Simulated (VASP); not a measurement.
C, 2 atoms in the cell. It takes space group C2/m (No. 12, monoclinic). Conventional cell: a = 4.255 Å, b = 2.457 Å, c = 3.765 Å, α = 90.00°, β = 111.49°, γ = 90.00°. Around C (site symmetry m) lie 3 C at 1.42 Å. This is a stacking variant of graphite.

| Property | Result |
| --- | --- |
| Program | VASP 6.6.1 |
| Task | single point |
| Functional | PBE0(alpha) |
| Potentials or basis | VASP PAW PBE potentials, release 64 (C) |
| Cutoff | 520 eV |
| k mesh | 7 × 7 × 4 |
| Occupations | fermi-dirac, width 0.05 eV |
| Spin | no spin polarisation |
| Share of exact exchange | 0.25 |
| Grid for exact exchange (PRECFOCK) | Fast |
| Exchange at q = 0 | truncated |
| Further INCAR settings | ALGO = Normal; EDIFF = 1e-07; NBANDS = 11 |

Potentials or basis: VASP PAW PBE potentials, release 64 (C).

The run is started by

```console
$ cat potpaw_PBE.64/C/POTCAR > POTCAR
$ cp INCAR.step1 INCAR
$ mpirun -np 1 vasp_std > vasp.out
$ cp INCAR.step2 INCAR
$ mpirun -np 1 vasp_std > vasp.out
```

Hardware: 1 thread of Intel(R) Xeon(R) Platinum 8375C CPU @ 2.90GHz (Ice Lake), with other jobs on the host.

Task: How long does it take, and how much memory?

Result: Run time: 7 min on 1 thread of Intel(R) Xeon(R) Platinum 8375C CPU @ 2.90GHz (Ice Lake), on a shared host, peak memory 0.13 GiB. Counts: scf iterations 10, k points 60.
